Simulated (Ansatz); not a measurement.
BeSe, DFT, PBEsol, PAW with Ansatz's default frozen-core files, scalar-relativistic (Ansatz 0.2.0), run on 1 thread of Arm Neoverse V2 on a shared host.

The cell is COD entry 9008837, as deposited and not checked against the literature; nothing was relaxed. It differs from other determinations. The listed cell was then made from it by scaling, straining or moving an atom.

Command: `ansatz run input.yaml --threads 1 --pin off --max-ram 3072MiB --backend cpu --events-out ev --progress --plain --runs-dir out`

```yaml
crystal:
  lattice:
    - [0.0, 2.4836910002, 2.4836910002]
    - [2.4836910002, 0.0, 2.4836910002]
    - [2.4836910002, 2.4836910002, 0.0]
  atoms:
    - { symbol: Be, position: [0.0, 0.0, 0.0] }
    - { symbol: Se, position: [0.75, 0.75, 0.75] }
kpoints:
  mp_grid: { grid: [10, 10, 10] }
scf:
  occupations: { method: fermi_dirac, width: 0.03 }
hamiltonian:
  xc: pbesol
  pseudopotentials: { kind: paw }
output:
  forces: true
  stress: true
  eigenvalues: true
  efg: { contact_densities: true }
  write_density: true
  write_potential: true
  elf: true
  volumetric_format: npy
```

Problem. How large is the problem that the program sets up?

Solution. 47 irreducible k-points, 609 plane waves at Γ, 13 bands.

Problem. About how long does it take, and how much memory does it use?

Solution. 3.3 s of wall time for 6 SCF iterations, with a peak of 0.33 GiB. Times on shared machines scatter by tens of per cent.

Problem. And the same cell and mesh by full-potential LAPW, asked for forces, stress, eigenvalues, on the same hardware?

Solution. 12 s, peak memory 0.27 GiB.

Problem. And the same cell and mesh by all-electron PAW (datasets made for this crystal), asked for forces, stress, eigenvalues, efg, on the same hardware?

Solution. 3.6 s, peak memory 0.36 GiB.
